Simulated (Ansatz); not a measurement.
The system is Ge.

```
Ge
1.0
     1.39715   -2.60052    0.00000
     1.39715    2.60052    0.00000
     0.00000    0.00000    2.69823
Ge
1
Direct
  0.50000 0.50000 0.00000
```

This isn't the form of Ge at room conditions, which is diamond.

| Property | Result |
| --- | --- |
| Program | Ansatz 0.2.0 |
| Task | relaxation of cell and atoms |
| Functional | HSE03 |
| Potentials or basis | Ansatz PAW |
| Cutoff | 420 eV (not typed: the program's choice for these potentials) |
| k mesh | 6 × 6 × 5 |
| Occupations | fermi-dirac, width 0.05 eV |
| Spin | no spin polarisation |

At the start: volume 19.61 Å³/atom.

Task: Where does the relaxation end?

Result: It ends after 5 steps and the volume is 19.32 Å³/atom (-1.5 %); space group P6/mmm (No. 191, to 0.05 Å).

Step by step:
```tsv
step	energy change (eV)	largest force (eV/Å)	volume (Å³)
1	0.0000	0.0000	19.61
2	-0.0422	0.0000	19.18
3	-0.0427	0.0000	19.32
4	-0.0428	0.0000	19.32
5	-0.0427	0.0000	19.32
```

Final structure:
```
Ge
1.0
     1.42710   -2.47095    0.00000
     1.42710    2.47095    0.00000
     0.00000    0.00000    2.73980
Ge
1
Direct
  0.50000 0.50000 0.00000
```

Caveat: the k mesh is coarse (spacing up to 0.47 Å⁻¹), so the values aren't converged, least of all with exact exchange; the plane-wave basis is chosen anew once the cell has moved, so the energies of steps on either side of that aren't comparable; the PAW data sets come from PBE, with cores solved anew for the run's functional, which leaves a small shift of forces and pressure.
